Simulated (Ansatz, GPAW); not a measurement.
# CaO with GLLB-SC from a Python script

These are simulated results from GPAW 26.7.0, not measurements. The cell was built from a prototype and was relaxed with r2SCAN in plane waves (Ansatz 0.2.0). Not every such cell is a known phase. All runs are without spin polarisation.

Space group Pm-3m (No. 221), cubic; a = 2.903 Å in the conventional setting, 12.24 Å³ an atom. Ca has 8 O at 2.51 Å; O has 8 Ca at 2.51 Å.

GLLB-SC is a model potential. Its fundamental gap is the Kohn-Sham gap plus a derivative discontinuity, which the script evaluates at the band edges among the listed k points. Its total energy isn't variational and serves nothing here.

Input script:

```python
import json
from ase import Atoms
from gpaw import GPAW, PW, FermiDirac

atoms = Atoms(['Ca', 'O'],
              cell=[[2.903209, 0.0, 0.0], [-0.0, 2.903209, 0.0], [0.0, 0.0, 2.903209]],
              scaled_positions=[[0.0, -0.0, 0.0], [0.5, 0.5, 0.5]],
              pbc=True)
calc = GPAW(mode=PW(400), xc='GLLBSC', kpts={'size': (6, 6, 6), 'gamma': True},
            occupations=FermiDirac(0.02), maxiter=100, legacy_gpaw=True, txt='gpaw.txt')
atoms.calc = calc
res = {'energy': atoms.get_potential_energy(force_consistent=True)}
res['electrons'] = calc.get_number_of_electrons()
res['k'] = calc.get_ibz_k_points().tolist()
res['levels'] = [calc.get_eigenvalues(kpt=i).tolist() for i in range(len(res['k']))]
points = [[0.0, 0.0, 0.0], [0.0, 0.5, 0.0], [0.5, 0.5, 0.0], [0.5, 0.5, 0.5], [0.0, 0.5, 0.5]]
bands = calc.fixed_density(kpts=points, symmetry='off', nbands=round(res['electrons']) // 2 + 6, convergence={'bands': -2}, txt='bands.txt')
res['points'] = [bands.get_eigenvalues(kpt=i).tolist() for i in range(len(points))]
homo, lumo = bands.get_homo_lumo()
potential = calc.hamiltonian.xc.response.calculate_discontinuity_potential(homo, lumo)
res['discontinuity'] = bands.hamiltonian.xc.response.calculate_discontinuity(potential)
json.dump(res, open('results.json', 'w'))
print('free energy (eV):', round(res['energy'], 5))
```

Command: `python run.py`. It took 5.5 s on 1 thread of Arm Neoverse V1, on a shared host, peak memory 0.12 GiB.

The log gpaw.txt, trimmed of paths, versions and times, then the last line on the terminal. An iter line gives the energy in eV and the logarithms of the changes of orbitals (plane waves alone) and density (c: converged):

```
___ ___ ___ _ _ _
 |   |   |_  | | | |

 | | | | | . | | | |

 |__ |  _|___|_____|  26.7.0
 |___|_|

Input parameters:
  kpts: {gamma: True,
         size: (6, 6, 6)}
  maxiter: 100
  mode: {ecut: 400.0,
         name: pw}
  occupations: {fixmagmom: False,
                name: fermi-dirac,
                width: 0.02}
  xc: GLLBSC

System changes: positions, numbers, cell, pbc, initial_charges, initial_magmoms

Initialize ...

species:
  Ca:
    name:    Calcium
    Z:       20.0
    valence: 10
    core:    10
    charge:  0.0  # [|e|]
    compensation charges:
      type: gauss
      rc: 0.37  # [Å]
      lmax: 2
    cutoffs:
      filter: 2.10  # [Å]
      core: 1.17  # [Å]
    projectors
    | kind |    occ | energy [eV] | rcut [Å] |

    |------|--------|-------------|----------|

    |   3s |  2.000 |     -47.199 |    1.175 |

    |   4s |  2.000 |      -5.401 |    1.175 |

    |   3p |  6.000 |     -27.958 |    1.154 |

    |    p |        |      -0.747 |    1.154 |

    |    d |        |       0.000 |    0.937 |

    Using partial waves for Ca as LCAO basis

  O:
    name:    Oxygen
    Z:       8.0
    valence: 6
    core:    2
    charge:  0.0  # [|e|]
    compensation charges:
      type: gauss
      rc: 0.21  # [Å]
      lmax: 2
    cutoffs:
      filter: 1.17  # [Å]
      core: 0.83  # [Å]
    projectors
    | kind |    occ | energy [eV] | rcut [Å] |

    |------|--------|-------------|----------|

    |   2s |  2.000 |     -28.986 |    0.688 |

    |   2p |  4.000 |     -13.358 |    0.598 |

    |    s |        |      -1.774 |    0.688 |

    |    p |        |      13.853 |    0.598 |

    |    d |        |       0.000 |    0.619 |

    Using partial waves for O as LCAO basis

Reference energy: -20520.664754  # eV

Spin-paired calculation

Convergence criteria:
 Maximum [total energy] change in last 3 cyles: 0.0005 eV / valence electron
 Maximum integral of absolute [dens]ity change: 0.0001 electrons / valence electron
 Maximum integral of absolute [eigenst]ate change: 4e-08 eV^2 / valence electron
 Maximum number of scf [iter]ations: 100
 (Square brackets indicate name in SCF output, whereas a 'c' in
 the SCF output indicates the quantity has converged.)

Symmetries present (total): 48

  ( 1  0  0)  ( 1  0  0)  ( 1  0  0)  ( 1  0  0)  ( 1  0  0)  ( 1  0  0)
  ( 0  1  0)  ( 0  1  0)  ( 0  0  1)  ( 0  0  1)  ( 0  0 -1)  ( 0  0 -1)
  ( 0  0  1)  ( 0  0 -1)  ( 0  1  0)  ( 0 -1  0)  ( 0  1  0)  ( 0 -1  0)

  ( 1  0  0)  ( 1  0  0)  ( 0  1  0)  ( 0  1  0)  ( 0  1  0)  ( 0  1  0)
  ( 0 -1  0)  ( 0 -1  0)  ( 1  0  0)  ( 1  0  0)  ( 0  0  1)  ( 0  0  1)
  ( 0  0  1)  ( 0  0 -1)  ( 0  0  1)  ( 0  0 -1)  ( 1  0  0)  (-1  0  0)

  ( 0  1  0)  ( 0  1  0)  ( 0  1  0)  ( 0  1  0)  ( 0  0  1)  ( 0  0  1)
  ( 0  0 -1)  ( 0  0 -1)  (-1  0  0)  (-1  0  0)  ( 1  0  0)  ( 1  0  0)
  ( 1  0  0)  (-1  0  0)  ( 0  0  1)  ( 0  0 -1)  ( 0  1  0)  ( 0 -1  0)

  ( 0  0  1)  ( 0  0  1)  ( 0  0  1)  ( 0  0  1)  ( 0  0  1)  ( 0  0  1)
  ( 0  1  0)  ( 0  1  0)  ( 0 -1  0)  ( 0 -1  0)  (-1  0  0)  (-1  0  0)
  ( 1  0  0)  (-1  0  0)  ( 1  0  0)  (-1  0  0)  ( 0  1  0)  ( 0 -1  0)

  ( 0  0 -1)  ( 0  0 -1)  ( 0  0 -1)  ( 0  0 -1)  ( 0  0 -1)  ( 0  0 -1)
[... 5 lines left out ...]
  ( 0  1  0)  ( 0 -1  0)  ( 0  0  1)  ( 0  0 -1)  ( 1  0  0)  (-1  0  0)

  ( 0 -1  0)  ( 0 -1  0)  ( 0 -1  0)  ( 0 -1  0)  (-1  0  0)  (-1  0  0)
  ( 0  0 -1)  ( 0  0 -1)  (-1  0  0)  (-1  0  0)  ( 0  1  0)  ( 0  1  0)
  ( 1  0  0)  (-1  0  0)  ( 0  0  1)  ( 0  0 -1)  ( 0  0  1)  ( 0  0 -1)

  (-1  0  0)  (-1  0  0)  (-1  0  0)  (-1  0  0)  (-1  0  0)  (-1  0  0)
  ( 0  0  1)  ( 0  0  1)  ( 0  0 -1)  ( 0  0 -1)  ( 0 -1  0)  ( 0 -1  0)
  ( 0  1  0)  ( 0 -1  0)  ( 0  1  0)  ( 0 -1  0)  ( 0  0  1)  ( 0  0 -1)

216 k-points: 6 x 6 x 6 Monkhorst-Pack grid + [1/12,1/12,1/12]
20 k-points in the irreducible part of the Brillouin zone
       k-points in crystal coordinates                weights
   0:     0.00000000    0.00000000    0.00000000          1/216
   1:     0.16666667    0.00000000    0.00000000          6/216
   2:     0.16666667    0.16666667    0.00000000         12/216
   3:     0.16666667    0.16666667    0.16666667          8/216
   4:     0.33333333    0.00000000    0.00000000          6/216
   5:     0.33333333    0.16666667    0.00000000         24/216
   6:     0.33333333    0.16666667    0.16666667         24/216
   7:     0.33333333    0.33333333    0.00000000         12/216
   8:     0.33333333    0.33333333    0.16666667         24/216
   9:     0.33333333    0.33333333    0.33333333          8/216
          ...
  19:     0.50000000    0.50000000    0.50000000          1/216

Wave functions: Plane wave expansion
  Cutoff energy: 400.000 eV
  Number of coefficients (min, max): 428, 466
  Pulay-stress correction: 0.000000 eV/Ang^3 (de/decut=0.000000)
  Using FFTW library
  ScaLapack parameters: grid=1x1, blocksize=None
  Wavefunction extrapolation:
    Improved wavefunction reuse through dual PAW basis

Occupation numbers: Fermi-Dirac:
  width: 0.0200  # eV

Eigensolver
   Davidson(niter=2)

Densities:
  Coarse grid: 14*14*14 grid
  Fine grid: 28*28*28 grid
  Total Charge: 0.000000

Density mixing:
  Method: separate
  Backend: msr1
  Linear mixing parameter: 0.05
  old densities: 10
  Width of damping distribution: 1.1
  Damping of long wavelength oscillations: 20

Hamiltonian:
  XC and Coulomb potentials evaluated on a 28*28*28 grid
  Using the GLLBSC Exchange-Correlation functional
  External potential:
    NoExternalPotential

XC parameters: GLLBSC functional being used consists of
  -----------------------------------------------------------------------
  | Weight | Module     | Description                                   |

  -----------------------------------------------------------------------
  |  1.000 | SCREENING  | GGA_X_PBE_SOL with 2 nearest neighbor stencil |

  |  1.000 | RESPONSE   | eps=0.0500 eV                                 |

  |  1.000 | XC         | GGA_C_PBE_SOL with 2 nearest neighbor stencil |

  -----------------------------------------------------------------------

Memory estimate:
  Process memory now: 109.65 MiB
  Calculator: 4.92 MiB
    Density: 1.55 MiB
      Arrays: 0.54 MiB
      Localized functions: 0.59 MiB
      Mixer: 0.42 MiB
    Hamiltonian: 0.37 MiB
      Arrays: 0.36 MiB
      XC: 0.00 MiB
      Poisson: 0.00 MiB
      vbar: 0.01 MiB
    Wavefunctions: 3.00 MiB
      Arrays psit_nG: 1.28 MiB
      Eigensolver: 0.11 MiB
      Projections: 0.07 MiB
      Projectors: 1.29 MiB
      PW-descriptor: 0.25 MiB

Total number of cores used: 1

Number of atoms: 2
Number of atomic orbitals: 9
Number of bands in calculation: 9
Number of valence electrons: 16
Bands to converge: occupied

... initialized

Initializing position-dependent things.

Density initialized from atomic densities
Creating initial wave functions:
  9 bands from LCAO basis set

   .------.
  /|      |

 * |      |

 | | O    |

 | .------.
 |/      /
 Ca-----*
Positions:
   0 Ca     0.000000    0.000000    0.000000    ( 0.0000,  0.0000,  0.0000)
   1 O      1.451604    1.451604    1.451604    ( 0.0000,  0.0000,  0.0000)

Unit cell:
           periodic     x           y           z      points  spacing
  1. axis:    yes    2.903209    0.000000    0.000000    14     0.2074
  2. axis:    yes   -0.000000    2.903209    0.000000    14     0.2074
  3. axis:    yes    0.000000    0.000000    2.903209    14     0.2074

  Lengths:   2.903209   2.903209   2.903209
  Angles:   90.000000  90.000000  90.000000

Effective grid spacing dv^(1/3) = 0.2074

iter:   1   -15.088478
iter:   2   -14.381431   -0.69  -1.04
iter:   3   -11.048848   -0.26  -1.04
iter:   4   -11.031266   -1.65  -1.19
iter:   5   -11.843522   -0.74  -1.36
iter:   6   -10.712665   -1.51  -1.30
iter:   7   -10.397609   -1.45  -1.94
iter:   8   -10.537529   -2.71  -1.87
iter:   9   -10.593131   -3.05  -2.32
iter:  10   -10.582113   -4.01  -3.11
iter:  11   -10.591725   -4.16  -3.15
iter:  12   -10.592356   -4.77  -4.04c
iter:  13   -10.590204c  -6.05  -3.96
iter:  14   -10.588152c  -6.19  -4.20c
iter:  15   -10.588708c  -7.50c -4.34c

Converged after 15 iterations.

Energy contributions relative to reference atoms: (reference = -20520.664754)

Kinetic:        +11.275451
Potential:       -3.736421
External:        +0.000000
XC:             -17.251971
Entropy (-ST):   -0.000000
Local:           -0.875767
SIC:             +0.000000
--------------------------
Free energy:    -10.588708
Extrapolated:   -10.588708

GLLBSC response reference energy: 4.88886 eV (from HOMO)

Showing only first 2 kpts
 Kpt  Band  Eigenvalues  Occupancy
  0     6      4.49132    2.00000
  0     7      4.49132    2.00000
  0     8     11.20651    0.00000

  1     6      4.44155    2.00000
  1     7      4.44155    2.00000
  1     8     10.64565    0.00000

Fermi level: 6.66090

Gap: 5.471 eV
Transition (v -> c):
  (s=0, k=16, n=7, [0.50, 0.50, 0.00]) -> (s=0, k=2, n=8, [0.17, 0.17, 0.00])
Direct/indirect transitions are different
Direct gap: 5.955 eV
Transition at: (s=0, k=2, n=7, [0.17, 0.17, 0.00])

free energy (eV): -10.58871
```

The gap in the log is over the mesh alone; results.json adds the listed points. GLLB-SC gives a gap of 5.97 eV (4.648 eV Kohn-Sham over the listed points plus 1.319 eV discontinuity). On the same cell, plane-wave PBE (Ansatz, 8×8×8 k points and the special points) gives a gap of 2.77 eV and r2SCAN a gap of 3.28 eV; on shared hosts these took about 1.1 and 2.6 core-seconds on the 2-atom cell, against 5.5 for the script. Semilocal gaps usually lie below measured ones.
